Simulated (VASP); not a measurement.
# SrTiO3: structure and properties in VASP, part 4 of 6

Aim: relax SrTiO3, then compute properties on the relaxed cell. The start is a cell from a database of measured crystal structures.

VASP 6.6.1; PBE; plane waves and PAW (Sr_sv, Ti_sv, O).

So far, gap on the k-mesh (eV): 1.88 in steps 2, 3 and 4. The relaxed cell has a = 5.565, c = 7.900 Å (conventional setting).

## 5. Band structure (PBE)

Levels along the symmetry lines show where the bands peak and cross; KPOINTS_OPT computes them in the converged potential.

File INCAR:

```
SYSTEM = SrTiO3
PREC = Accurate
ENCUT = 520
EDIFF = 1E-06
NELM = 100
ISMEAR = 0
SIGMA = 0.05
LREAL = .FALSE.
ALGO = Normal
GGA = PE
NBANDS = 64
LASPH = .TRUE.
LORBIT = 11
LWAVE = .FALSE.
LCHARG = .FALSE.
KPAR = 8
```

File POSCAR:

```
SrTiO3
1.0
   -2.7823153372      2.7823153372      3.9501085157
    2.7823153372     -2.7823153372      3.9501085157
    2.7823153372      2.7823153372     -3.9501085157
Sr Ti O
2 2 6
Direct
    0.7500000000      0.2500000000      0.5000000000
    0.2500000000      0.7500000000      0.5000000000
    0.0000000000      0.0000000000      0.0000000000
    0.5000000000      0.5000000000      0.0000000000
    0.2500000000      0.2500000000      0.0000000000
    0.7500000000      0.7500000000      0.0000000000
    0.7298711108      0.2298711108      0.9597422216
    0.2298711108      0.2701288892      0.5000000000
    0.2701288892      0.7701288892      0.0402577784
    0.7701288892      0.7298711108      0.5000000000
```

File KPOINTS:

```
Automatic mesh
0
Gamma
6 6 6
0 0 0
```

File KPOINTS_OPT:

```
Line mode
12
Line-mode
Reciprocal
  0.00000000   0.00000000   0.00000000 GAMMA
  0.00000000   0.00000000   0.50000000 X

  0.00000000   0.00000000   0.50000000 X
 -0.24806452   0.24806452   0.50000000 Y

 -0.24806452   0.24806452   0.50000000 Y
 -0.37403226   0.37403226   0.37403226 S

 -0.37403226   0.37403226   0.37403226 S
  0.00000000   0.00000000   0.00000000 GAMMA

  0.00000000   0.00000000   0.00000000 GAMMA
  0.50000000   0.50000000  -0.50000000 Z

  0.50000000   0.50000000  -0.50000000 Z
  0.37403226   0.62596774  -0.37403226 S1

  0.37403226   0.62596774  -0.37403226 S1
  0.00000000   0.50000000   0.00000000 N

  0.00000000   0.50000000   0.00000000 N
  0.25000000   0.25000000   0.25000000 P

  0.25000000   0.25000000   0.25000000 P
  0.50000000   0.50000000  -0.24806452 Y1

  0.50000000   0.50000000  -0.24806452 Y1
  0.50000000   0.50000000  -0.50000000 Z

  0.00000000   0.00000000   0.50000000 X
  0.25000000   0.25000000   0.25000000 P
```

Potentials, in the order of the species: Sr_sv, Ti_sv and O (PBE family, release 64).

On the command line:

```console
$ mpirun -np 8 vasp_std
```

Log:

```text
[... set-up lines as in an earlier step ...]
 entering main loop
       N       E                     dE             d eps       ncg     rms          rms(c)
DAV:   1     0.898380708711E+03    0.89838E+03   -0.38108E+04  3840   0.137E+03
DAV:   2     0.252194550026E+02   -0.87316E+03   -0.79598E+03  3880   0.404E+02
DAV:   3    -0.939591514963E+02   -0.11918E+03   -0.11602E+03  4720   0.147E+02
DAV:   4    -0.100870828031E+03   -0.69117E+01   -0.68719E+01  5720   0.328E+01
DAV:   5    -0.101136389930E+03   -0.26556E+00   -0.26544E+00  5080   0.527E+00    0.366E+01
DAV:   6    -0.807661822973E+02    0.20370E+02   -0.55476E+01  5288   0.560E+01    0.217E+01
DAV:   7    -0.804624782789E+02    0.30370E+00   -0.10016E+01  4600   0.212E+01    0.152E+01
DAV:   8    -0.804085158543E+02    0.53962E-01   -0.15842E+00  4744   0.120E+01    0.446E+00
DAV:   9    -0.802343906284E+02    0.17413E+00   -0.47094E-01  5168   0.536E+00    0.150E+00
DAV:  10    -0.802237219895E+02    0.10669E-01   -0.76061E-02  4976   0.147E+00    0.896E-01
DAV:  11    -0.802152362952E+02    0.84857E-02   -0.15027E-02  5048   0.133E+00    0.154E-01
DAV:  12    -0.802151214608E+02    0.11483E-03   -0.28838E-03  4944   0.389E-01    0.873E-02
DAV:  13    -0.802151681670E+02   -0.46706E-04   -0.51488E-04  5328   0.126E-01    0.465E-02
DAV:  14    -0.802151612067E+02    0.69603E-05   -0.79611E-05  4960   0.646E-02    0.249E-02
DAV:  15    -0.802151602679E+02    0.93884E-06   -0.64543E-06  4736   0.135E-02
   1 F= -.80215160E+02 E0= -.80215160E+02  d E =-.199416E-35
 Start KPOINTS_OPT (optional k-point list driver)
k-point batch [1-30\132]
       N       E                     dE             ncg
DAV:   1     0.120537915787E+04   -0.50313E+05     3840
DAV:   2    -0.234573896090E+05   -0.24663E+05     3984
DAV:   3    -0.266417644399E+05   -0.31844E+04     4872
DAV:   4    -0.268834449182E+05   -0.24168E+03     5792
DAV:   5    -0.268928341234E+05   -0.93892E+01     4984
DAV:   6    -0.268930181610E+05   -0.18404E+00     5416
DAV:   7    -0.268930221724E+05   -0.40114E-02     5064
DAV:   8    -0.268930222386E+05   -0.66174E-04     5344
DAV:   9    -0.268930222396E+05   -0.10208E-05     3232
DAV:  10    -0.268930222397E+05   -0.14609E-06     2736
[...]
k-point batch [121-132\132]
       N       E                     dE             ncg
DAV:   1     0.387815954392E+05   -0.24922E+05     1536
DAV:   2     0.289005631431E+05   -0.98810E+04     1592
DAV:   3     0.276338689044E+05   -0.12667E+04     1936
DAV:   4     0.275375044964E+05   -0.96364E+02     2408
DAV:   5     0.275342533081E+05   -0.32512E+01     1952
DAV:   6     0.275341908683E+05   -0.62440E-01     2272
DAV:   7     0.275341898609E+05   -0.10074E-02     1952
DAV:   8     0.275341898369E+05   -0.24045E-04     2216
DAV:   9     0.275341898366E+05   -0.28657E-06     1280
```

The job ended after 85 s (8 MPI ranks of Intel Xeon 6975P-C (Granite Rapids), shared host; peak memory 4.3 GiB; 11 min of CPU time).

Parts of OUTCAR (step 5):

```text
   k-points           NKPTS =     30   k-points in BZ     NKDIM =     30   number of bands    NBANDS=     64

   NELECT =      80.0000    total number of electrons

 E-fermi :   4.2986

 k-point     1 :       0.0000    0.0000    0.0000
  band No.  band energies     occupation
    ...
     36       3.5488      2.00000
     37       3.5488      2.00000
     38       3.7748      2.00000
     39       3.8672      2.00000
     40       3.8672      2.00000
     41       5.7464      0.00000
     42       5.7464      0.00000
     43       5.7570      0.00000
     44       7.8324      0.00000
     45       8.0206      0.00000
    ...

  Total       -0.1038145     -0.1038145     -0.0904109      0.0000000     -0.0000000      0.0000000
  in kB       -1.3598369     -1.3598369     -1.1842670      0.0000000     -0.0000000      0.0000000
  external PRESSURE =      -1.3013136 kB  Pullay stress =       0.0000000 kB

 POSITION                                       TOTAL-FORCE (eV/Angst)
 -----------------------------------------------------------------------------------
      0.00000      2.78232      1.97505        -0.000000     -0.000000     -0.000000
      2.78232      0.00000      1.97505        -0.000000     -0.000000     -0.000000
      0.00000      0.00000      0.00000        -0.000000     -0.000000     -0.000000
      0.00000      0.00000      3.95011        -0.000000     -0.000000     -0.000000
      0.00000      0.00000      1.97505        -0.000000     -0.000000     -0.000000
      0.00000      0.00000      5.92516        -0.000000     -0.000000     -0.000000
      1.27915      4.06146     -0.00000        -0.001238     -0.001238     -0.000000
      1.50317      1.27915      0.00000         0.001238     -0.001238      0.000000
      1.50317     -1.27915      3.95011         0.001238      0.001238     -0.000000
      1.27915      1.50317      3.95011        -0.001238      0.001238      0.000000
 -----------------------------------------------------------------------------------
    total drift:                               -0.000000     -0.000000      0.000000

  FREE ENERGIE OF THE ION-ELECTRON SYSTEM (eV)
  ---------------------------------------------------
  free  energy   TOTEN  =       -80.2151602679 eV

  energy  without entropy=      -80.2151602679  energy(sigma->0) =      -80.21516027

[... 8 parts as in an earlier step ...]

[... 8 further parts left out ...]
```

This step gave:

```
SCF cycles                        : 15
bands                             : 64
Fermi energy                      : 4.299 eV
pressure                          : -0.1301 GPa
least gap on mesh and path        : 1.877 eV
least direct gap on mesh and path : 1.879 eV
valence top at k                  : 0, 0, 0.09091
```

Electronic bands along the path, in eV, zero at the valence-band top; v1 is the highest filled band, c1 the lowest empty one:

| point | v4 | v3 | v2 | v1 | c1 | c2 | c3 | c4 |
| --- | --- | --- | --- | --- | --- | --- | --- | --- |
| Γ | -0.32 | -0.09 | 0.00 | 0.00 | 1.88 | 1.88 | 1.89 | 3.96 |
| 0.45 of the way | -0.53 | -0.53 | -0.51 | -0.01 | 1.93 | 2.73 | 2.75 | 3.89 |
| X | -1.40 | -0.69 | -0.68 | -0.05 | 2.01 | 3.61 | 3.63 | 3.64 |
| 0.45 of the way | -1.26 | -0.94 | -0.86 | -0.15 | 2.25 | 3.48 | 3.64 | 3.64 |
| Y | -1.27 | -1.25 | -0.57 | -0.56 | 2.89 | 2.94 | 3.62 | 3.67 |
| 0.55 of the way | -1.33 | -0.99 | -0.89 | -0.33 | 2.65 | 3.21 | 3.55 | 3.68 |
| S | -1.35 | -1.13 | -0.90 | -0.26 | 2.55 | 3.39 | 3.45 | 3.70 |
| 0.45 of the way | -0.73 | -0.64 | -0.54 | -0.28 | 2.56 | 2.69 | 2.94 | 3.66 |
| Γ | -0.32 | -0.09 | 0.00 | 0.00 | 1.88 | 1.88 | 1.89 | 3.96 |
| 0.45 of the way | -0.52 | -0.49 | -0.49 | -0.08 | 1.95 | 2.72 | 2.72 | 3.93 |
| Z | -1.46 | -0.65 | -0.65 | -0.07 | 2.03 | 3.58 | 3.58 | 3.75 |
| 0.55 of the way | -1.45 | -0.89 | -0.75 | -0.13 | 2.21 | 3.53 | 3.55 | 3.72 |
| S1 | -1.35 | -1.13 | -0.90 | -0.26 | 2.55 | 3.39 | 3.45 | 3.70 |
| 0.55 of the way | -0.95 | -0.90 | -0.70 | -0.47 | 2.99 | 3.21 | 3.30 | 3.53 |
| N | -0.76 | -0.76 | -0.56 | -0.56 | 3.26 | 3.26 | 3.30 | 3.30 |
| 0.45 of the way | -1.02 | -1.02 | -0.58 | -0.58 | 3.04 | 3.04 | 3.47 | 3.47 |
| P | -1.27 | -1.27 | -0.58 | -0.58 | 2.91 | 2.91 | 3.63 | 3.63 |
| 0.45 of the way | -1.37 | -1.12 | -0.94 | -0.27 | 2.52 | 3.40 | 3.49 | 3.65 |
| Y1 | -1.27 | -1.25 | -0.57 | -0.56 | 2.89 | 2.94 | 3.62 | 3.67 |
| 0.55 of the way | -1.30 | -0.92 | -0.83 | -0.16 | 2.28 | 3.45 | 3.58 | 3.69 |
| Z | -1.46 | -0.65 | -0.65 | -0.07 | 2.03 | 3.58 | 3.58 | 3.75 |
| jump to X | -1.40 | -0.69 | -0.68 | -0.05 | 2.01 | 3.61 | 3.63 | 3.64 |
| 0.55 of the way | -1.17 | -1.04 | -0.92 | -0.20 | 2.35 | 3.41 | 3.63 | 3.63 |
| P | -1.27 | -1.27 | -0.58 | -0.58 | 2.91 | 2.91 | 3.63 | 3.63 |

Of the projections kept (Sr, Ti, O), the largest for each band there; the rest of the weight can lie on other orbitals:

| point | v4 | v3 | v2 | v1 | c1 | c2 | c3 | c4 |
| --- | --- | --- | --- | --- | --- | --- | --- | --- |
| Γ | O 0.96 | O 0.98 | O 0.99 | O 0.99 | Ti 0.97 | Ti 0.97 | Ti 0.98 | Ti 0.92 |
| X | O 0.94 | O 0.94 | O 0.94 | O 0.98 | Ti 1.00 | Ti 0.84 | Ti 0.81 | Ti 0.80 |
| Y | O 0.84 | O 0.85 | O 0.95 | O 0.96 | Ti 0.87 | Ti 0.86 | Ti 0.82 | Ti 0.81 |
| S | O 0.86 | O 0.92 | O 0.90 | O 0.97 | Ti 0.91 | Ti 0.83 | Ti 0.82 | Ti 0.83 |
| Γ | O 0.96 | O 0.98 | O 0.99 | O 0.99 | Ti 0.97 | Ti 0.97 | Ti 0.98 | Ti 0.92 |
| Z | O 0.94 | O 0.94 | O 0.94 | O 0.98 | Ti 1.00 | Ti 0.81 | Ti 0.81 | Ti 0.81 |

The path finds the gap of the mesh within 0.02 eV, so the mesh comes close to both band edges.

## 6. Density of states (PBE)

Here the states are counted by energy and projected on the atoms. The mesh is finer than in the run before.

Changes to INCAR since step 5:

```diff
@@ -5,3 +5,3 @@
 NELM = 100
-ISMEAR = 0
+ISMEAR = -5
 SIGMA = 0.05
@@ -16 +16,2 @@
 KPAR = 8
+NEDOS = 2001
```

POSCAR is that of step 5.

File KPOINTS:

```
Automatic mesh
0
Gamma
8 8 8
0 0 0
```

On the command line:

```console
$ mpirun -np 8 vasp_std
```

Log:

```text
[... set-up lines as in an earlier step ...]
 entering main loop
       N       E                     dE             d eps       ncg     rms          rms(c)
DAV:   1     0.896811755725E+03    0.89681E+03   -0.37986E+04  7552   0.136E+03
DAV:   2     0.240300945084E+02   -0.87278E+03   -0.79698E+03  7736   0.406E+02
DAV:   3    -0.940673977056E+02   -0.11810E+03   -0.11515E+03  9256   0.147E+02
DAV:   4    -0.100877400355E+03   -0.68100E+01   -0.67688E+01 11360   0.327E+01
DAV:   5    -0.101136661697E+03   -0.25926E+00   -0.25913E+00  9936   0.525E+00    0.366E+01
DAV:   6    -0.807809153585E+02    0.20356E+02   -0.55645E+01 10504   0.561E+01    0.216E+01
DAV:   7    -0.804668659155E+02    0.31405E+00   -0.99375E+00  9024   0.212E+01    0.152E+01
DAV:   8    -0.804082625088E+02    0.58603E-01   -0.15423E+00  9192   0.120E+01    0.446E+00
DAV:   9    -0.802367036499E+02    0.17156E+00   -0.47484E-01 10024   0.532E+00    0.158E+00
DAV:  10    -0.802230905118E+02    0.13613E-01   -0.79139E-02 10016   0.153E+00    0.856E-01
DAV:  11    -0.802151991081E+02    0.78914E-02   -0.14132E-02 10056   0.127E+00    0.150E-01
DAV:  12    -0.802151083867E+02    0.90721E-04   -0.29481E-03  9496   0.390E-01    0.934E-02
DAV:  13    -0.802151695847E+02   -0.61198E-04   -0.51335E-04 10624   0.114E-01    0.465E-02
DAV:  14    -0.802151639177E+02    0.56670E-05   -0.62346E-05  9856   0.551E-02    0.262E-02
DAV:  15    -0.802151627565E+02    0.11612E-05   -0.65515E-06  9024   0.135E-02    0.749E-03
DAV:  16    -0.802151623574E+02    0.39912E-06   -0.23381E-06  7528   0.114E-02
   1 F= -.80215162E+02 E0= -.80215162E+02  d E =0.000000E+00
```

Run time: 54 s. Hardware: 8 MPI ranks; peak memory 4.3 GiB.

Parts of OUTCAR (step 6):

```text
   k-points           NKPTS =     59   k-points in BZ     NKDIM =     59   number of bands    NBANDS=     64

   NELECT =      80.0000    total number of electrons

 E-fermi :   3.8778

 k-point     1 :       0.0000    0.0000    0.0000
  band No.  band energies     occupation
    ...
     36       3.5484      2.00000
     37       3.5484      2.00000
     38       3.7744      2.00000
     39       3.8668      2.00000
     40       3.8668      2.00000
     41       5.7456      0.00000
     42       5.7456      0.00000
     43       5.7562      0.00000
     44       7.8314      0.00000
     45       8.0195      0.00000
    ...

  Total       -0.0567585     -0.0567585     -0.0419126      0.0000000      0.0000000      0.0000000
  in kB       -0.7434639     -0.7434639     -0.5490019      0.0000000      0.0000000      0.0000000
  external PRESSURE =      -0.6786433 kB  Pullay stress =       0.0000000 kB

 POSITION                                       TOTAL-FORCE (eV/Angst)
 -----------------------------------------------------------------------------------
      0.00000      2.78232      1.97505        -0.000000     -0.000000      0.000000
      2.78232      0.00000      1.97505        -0.000000     -0.000000      0.000000
      0.00000      0.00000      0.00000        -0.000000     -0.000000      0.000000
      0.00000      0.00000      3.95011        -0.000000     -0.000000      0.000000
      0.00000      0.00000      1.97505        -0.000000     -0.000000      0.000000
      0.00000      0.00000      5.92516        -0.000000     -0.000000      0.000000
      1.27915      4.06146     -0.00000        -0.001111     -0.001111     -0.000000
      1.50317      1.27915      0.00000         0.001111     -0.001111      0.000000
      1.50317     -1.27915      3.95011         0.001111      0.001111      0.000000
      1.27915      1.50317      3.95011        -0.001111      0.001111      0.000000
 -----------------------------------------------------------------------------------
    total drift:                               -0.000000     -0.000000      0.000000

  FREE ENERGIE OF THE ION-ELECTRON SYSTEM (eV)
  ---------------------------------------------------
  free  energy   TOTEN  =       -80.2151623574 eV

  energy  without entropy=      -80.2151623574  energy(sigma->0) =      -80.21516236

[... 7 parts as in an earlier step ...]

[... 9 further parts left out ...]
```

Numbers from this step:

- SCF cycles: 16
- irreducible k-points: 59
- Fermi energy: 3.878 eV
- pressure: -0.06786 GPa
- valence top at k: -0.125, 0.125, 0
- gap on the k-mesh: 1.878 eV
- least direct gap on the k-mesh: 1.879 eV

The density of states has structure finer than the step of the table below, so its rows give means over 0.5 eV, whole bins alone (the curve runs from -12.0 to 4.46 eV). Peaks (eV: height): total -4.22: 11.1, -2.74: 21.4, -1.02: 14.0, 3.68: 13.9; O p -4.22: 5.59, -2.74: 11.6, -1.02: 9.29, -0.47: 5.39; Ti d -3.83: 2.14, 3.68: 10.5; Ti p -2.74: 1.12; Sr d -2.74: 0.365, -1.02: 0.174, 3.83: 0.110.

States under -12.0 eV and over 4.5 eV are left out. Table of density of states by energy, zero at the valence-band top; means over each step; 7 of 8 lines; values in states/eV/cell:

| energy (eV) | total | O p | Ti d | Ti p | Sr d | Ti s | Sr p |
| --- | --- | --- | --- | --- | --- | --- | --- |
| -5.0 | 0 | 0 | 0 | 0 | 0 | 0 | 0 |
| -4.5 | 1.50 | 0.758 | 0.192 | 0.00780 | 0.00814 | 0.131 | 0.00174 |
| -4.0 | 9.33 | 4.60 | 1.74 | 0.0999 | 0.0524 | 0.323 | 0.0402 |
| -3.5 | 8.41 | 4.18 | 1.43 | 0.171 | 0.0496 | 0.0868 | 0.124 |
| -3.0 | 13.1 | 6.89 | 1.33 | 0.520 | 0.171 | 0.0534 | 0.189 |
| -2.5 | 7.04 | 3.74 | 0.659 | 0.192 | 0.118 | 0.0333 | 0.0678 |
| -2.0 | 4.88 | 2.82 | 0.332 | 0.0981 | 0.0626 | 0.0390 | 0.0340 |
| -1.5 | 6.62 | 4.12 | 0.225 | 0.0934 | 0.0759 | 0.0271 | 0.0600 |
| -1.0 | 11.9 | 7.95 | 0.375 | 0.122 | 0.136 | 0.00954 | 0.0763 |
| -0.5 | 7.38 | 5.24 | 0.0995 | 0.0456 | 0.0723 | 0.00146 | 0.0283 |
| 0.0 | 1.87 | 1.37 | 0.00406 | 0.00126 | 0.0157 | 5.6e-4 | 0.00194 |
| 0.5 | 0 | 0 | 0 | 0 | 0 | 0 | 0 |
| 1.0 | 0 | 0 | 0 | 0 | 0 | 0 | 0 |
| 1.5 | 0 | 0 | 0 | 0 | 0 | 0 | 0 |
| 2.0 | 1.04 | 0.0423 | 0.822 | 1.2e-5 | 0.00973 | 5.4e-5 | 1.2e-4 |
| 2.5 | 2.97 | 0.241 | 2.28 | 8.2e-4 | 0.0224 | 4.8e-4 | 0.00123 |
| 3.0 | 4.55 | 0.527 | 3.40 | 0.00275 | 0.0346 | 9.8e-4 | 0.00313 |
| 3.5 | 9.68 | 1.32 | 7.28 | 0.00685 | 0.0656 | 0.00281 | 0.0117 |
| 4.0 | 5.76 | 0.656 | 4.49 | 0.00523 | 0.0598 | 8.1e-4 | 0.0126 |

The gap on this mesh is 1.88 eV. In the top eV of the valence band the largest shares in the PAW spheres are O p 70 %. The rest lies in smaller channels or between the spheres.

(Part 4 of 6 ends here.)

[Lines on the potential files, build, host, timing and source positions are cut from VASP's logs without a mark.]

[Logs are printed without paths, hosts, clocks, repeated set-up lines and the standing remarks that a program may print on its own settings, such as how far it seeks lower states.]

[Hosts, paths, dates, database ids (printed as entryN), source tags and the programs' standing remarks are cut or masked in the printed files.]

[A measured line is paired with the nearest computed mode of its activity, which favours agreement.]
